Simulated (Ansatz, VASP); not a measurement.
**TePb: VASP beside Ansatz**

```
Pb Te
1.0
     0.00000    3.25240    3.25240
     3.25240    0.00000    3.25240
     3.25240    3.25240    0.00000
Pb Te
1 1
Cartesian
  0.0000 0.0000 0.0000
  3.2524 3.2524 3.2524
```

Change from the starting cell: volume scaled by 1.02.

Alike in both runs: task single point; functional PBE; k mesh 7 × 7 × 7; occupations fermi-dirac, width 0.05 eV; no spin polarisation.

```csv
,VASP,Ansatz
version,VASP 6.6.1,Ansatz 0.2.0
potentials or method,"VASP PAW PBE potentials, release 64 (Pb_d, Te)",Ansatz PAW
plane-wave cutoff (eV),520,420
valence electrons in the cell,20,30
```

```tsv
	VASP	Ansatz	Ansatz less VASP
gap on the k mesh at the Fermi level (eV)	1.04	1.04	-0.003
least direct gap on the mesh (eV)	1.04	1.04	-0.003
pressure (GPa)	1.2	1.2	+0.04
```

The two sets of potentials don't hold the same shells in valence.

Spin-orbit coupling is left out, which matters for the levels of Pb, Te.
